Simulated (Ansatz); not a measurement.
The cell comes from COD entry 9011089, which wasn't checked; take it as a given geometry. The listed cell was then made from it by scaling, straining or moving an atom.

Ga: DFT, PBEsol, all-electron LAPW, scalar-relativistic (Ansatz 0.2.0). What sets it apart from a plain run of this crystal: volume scaled by 0.99.

Command: `ansatz run input.yaml --threads 1 --pin off --max-ram 3072MiB --backend cpu --events-out ev --progress --plain --runs-dir out` The run took 120 s on 1 thread of Arm Neoverse V2, on a shared host, peak memory 1.4 GiB.

```yaml
crystal:
  lattice:
    - [1.3783745474, -4.0130333442, 0.0]
    - [1.3783745474, 4.0130333442, 0.0]
    - [-0.1170571877, 0.0, 3.3187930272]
  atoms:
    - { symbol: Ga, position: [0.869, 0.131, 0.25] }
    - { symbol: Ga, position: [0.131, 0.869, 0.75] }
kpoints:
  mp_grid: { grid: [14, 14, 11] }
  band_path:
    path:
      - [0.0, 0.0, 0.0]
      - [-0.5, 0.5, 0.0]
      - [-0.5, 0.5, 0.5]
      - [0.0, 0.0, 0.5]
      - [0.0, 0.0, 0.0]
      - [-0.5, 0.0, 0.5]
      - [0.0, 0.0, 0.0]
      - [-0.5, 0.0, 0.0]
    npoints: 5
scf:
  occupations: { method: fermi_dirac, width: 0.03 }
hamiltonian:
  xc: pbesol
  pseudopotentials: { kind: all_electron, lapw: { basis_error: 0.0005 } }
output:
  forces: true
  stress: true
  eigenvalues: true
```

Output:

```
LAPW: plane waves up to 8.557 Å⁻¹, error target 5.0e-4 eV per atom; small_component_spin mean_spin; Ga in spheres of 1.340 Å, 21 of its electrons in bands, Dirac shells []
Engine: ansatz 0.2.0
Pseudopotentials: kind: all_electron
Pseudopotential: Ga, LAPW, valence charge 21, Koelling and Harmon's equation, gaussian nucleus
Functional definition: PBEsol
  exchange = pbesol_x
  correlation = pbesol_c
Crystal: 2 atoms, lattice volume = 36.716 Å³
Basis set: ecut = 278.9822988853383 eV, 385 PW (Γ), FFT grids on a1+a2, a2, a3, exchange–correlation at level 2
Bands: 26, of which v1, the nominal top of the filled ones, is band 21 counted from 1 (20 counted from 0)
Symmetry: 4 space group operations
Space group: C2/c (ITA 15), of the structure as read, at distance tolerance 3.3e-5 Å
k-points: 582 of 2156
Non-local potential: Ga, projectors of the file, none
Initial density: superposition of atomic densities (chi_scale 0.1, normalization cell)
Initial wavefunctions: plane waves of lowest kinetic energy (no species holds an atomic orbital)
Functional: x = pbesol(κ = 0.804, μ = 0.12345679012345678), c = pbesol(β = 0.046)
iter 1 solved again at ethr=8.67e-5 eV; its pass at ethr=1.00e-1 eV (dr2=3.64e-2 eV) is discarded
SCF iter   1: F=—  HF=-105720.148007 eV  |F-HF|=—  |Δ(HF+E_count)|=         —  Δρ=1.28e-2  dr2=3.65e-2  ethr=8.67e-5  ⟨swp⟩=3.0  Hψ=101982  notcnv=0
preconditioner: auto → Kerker (q_TF=auto, 2.790 Å⁻¹)  [metal: Δε(μ)=0.009 eV  Ē_g=17.642 eV  σ=0.030 eV  W_gap=0.07  n_scr=12 (ndim 8)  ℏωp=31.2 eV  f_vac=0.000  D(μ)=0.59/eV (n_scr^D=2)]
SCF iter   2: F=—  HF=-105720.080212 eV  |F-HF|=—  |Δ(HF+E_count)|=   6.78e-2  Δρ=7.42e-3  dr2=1.42e-2  ethr=8.67e-5  ⟨swp⟩=2.0  Hψ=45415  notcnv=0
SCF iter   3: F=—  HF=-105720.066915 eV  |F-HF|=—  |Δ(HF+E_count)|=   1.33e-2  Δρ=5.54e-3  dr2=8.19e-3  ethr=3.39e-5  ⟨swp⟩=2.0  Hψ=42539  notcnv=0
SCF iter   4: F=—  HF=-105720.065200 eV  |F-HF|=—  |Δ(HF+E_count)|=   1.72e-3  Δρ=3.10e-3  dr2=2.75e-3  ethr=1.95e-5  ⟨swp⟩=2.0  Hψ=42539  notcnv=0
iter 5 solved again at ethr=4.05e-7 eV; its pass at ethr=6.54e-6 eV (dr2=1.70e-4 eV) is discarded
SCF iter   5: F=—  HF=-105720.064871 eV  |F-HF|=—  |Δ(HF+E_count)|=   3.28e-4  Δρ=7.36e-4  dr2=1.70e-4  ethr=4.05e-7  ⟨swp⟩=2.0  Hψ=73440  notcnv=0
SCF iter   6: F=—  HF=-105720.064856 eV  |F-HF|=—  |Δ(HF+E_count)|=   1.53e-5  Δρ=9.03e-5  dr2=2.98e-6  ethr=4.05e-7  ⟨swp⟩=2.0  Hψ=42539  notcnv=0
SCF iter   7: F=—  HF=-105720.064855 eV  |F-HF|=—  |Δ(HF+E_count)|=   2.96e-7  Δρ=1.42e-5  dr2=1.10e-7  ethr=7.08e-9  ⟨swp⟩=2.0  Hψ=42539  notcnv=0
SCF iter   8: F=-105720.064855 eV  HF=-105720.064855 eV  |F-HF|=3.14e-9  |Δ(HF+E_count)|=   6.81e-9  Δρ=3.83e-6  dr2=7.63e-9  ethr=2.63e-10  ⟨swp⟩=2.0  Hψ=42546  notcnv=0
SCF 1 converged in 8 iterations: F = -105720.064855 eV  dr2 = 7.63e-9
NSCF: frozen V_eff on 36 k-points
SCF converged after 8 iterations
Free energy (F): -105720.064855 eV
Harris-Foulkes:  -105720.064855 eV  (|F-HF|=3.14e-9)
Internal energy: -105720.063111 eV  (E = F + TS)
E sigma→0 (E₀):  -105720.063983 eV
Entropy (-TS):   -0.001744 eV (-0.872 meV/atom)
Fermi energy:    11.993644 eV
--- Per-component energies (eV) ---
  E_band       = -1525.915187
  E_kinetic    = 107787.130615
  E_xc         = -4037.779724
  E_electrostatic = -209469.414003  (all electrons and nuclei)
  E_smearing   = -0.001744  (= −TS)
  E_closure    = 0.000000  (closes the sum)
  E_atoms      = -105713.412254  (free atoms, spherical and without spin; not in F)
  Σ components = -105720.064855   (vs F -105720.064855, Δ=0.00e0)
  Basis errors (estimates in eV, not in F): energy 1.6e-4 per atom: plane waves 1.5e-4 (7.9e-5 summed), levels above the bands 9.2e-102, relativity 3.8e-9, radial functions 1.6e-5, core shells 1.3e-10; eigenvalues (radial functions only) 1.9e-7; not estimated: angular momenta, meshes, grids; target (lapw.basis_error) 5.0e-4; muffin-tin radii Ga 1.340 Å
--- Forces (eV/Å), atoms counted from 1 ---
  atom   1  Ga     0.00000000     0.18761696     0.00000000
  atom   2  Ga     0.00000000    -0.18761696     0.00000000
  max |Σ_I F_I| component: 0.00e0 eV/Å
--- Stress (GPa, compression-positive) ---
       -1.339370       0.000000      -0.109236
        0.000000      -1.219314      -0.000000
       -0.109236      -0.000000      -1.351733
  P = ⅓ Tr σ = -1.3035 GPa (-13.035 kbar)
--- Band table (eV; the first three rows and the last of 582) ---
  k-point 0: bands = ["-131.3985", "-131.3976", "-82.3138", "-82.3089", "-82.2940", "-82.2927", "-82.2922", "-82.2861", "-3.1212", "-3.1121", "-3.0749", "-3.0532", "-2.7677", "-2.7660", "-2.7381", "-2.7327", "-2.7190", "-2.5791", "0.6818", "9.8691", "10.3953", "13.6208", "17.4237", "21.7445", "22.2541", "22.4761"]
  k-point 1: bands = ["-131.3984", "-131.3976", "-82.3137", "-82.3090", "-82.2938", "-82.2927", "-82.2922", "-82.2862", "-3.1288", "-3.0973", "-3.0746", "-3.0394", "-2.7863", "-2.7854", "-2.7222", "-2.7183", "-2.7164", "-2.5930", "0.7962", "10.0038", "10.2189", "12.8431", "18.6794", "21.3381", "21.5269", "21.8541"]
  k-point 2: bands = ["-131.3984", "-131.3976", "-82.3135", "-82.3094", "-82.2934", "-82.2927", "-82.2922", "-82.2867", "-3.1368", "-3.0749", "-3.0620", "-3.0061", "-2.8148", "-2.8125", "-2.7303", "-2.6945", "-2.6931", "-2.6310", "1.1408", "9.3333", "10.4040", "12.1936", "19.5765", "19.6497", "21.1295", "22.1318"]
  k-point 581: bands = ["-131.3980", "-131.3980", "-82.3123", "-82.3121", "-82.2926", "-82.2923", "-82.2896", "-82.2892", "-3.0845", "-3.0596", "-2.9925", "-2.9861", "-2.7900", "-2.7845", "-2.7567", "-2.7517", "-2.7403", "-2.7230", "5.6106", "5.9460", "7.6187", "7.9546", "22.3781", "23.4513", "23.7966", "23.8651"]
```
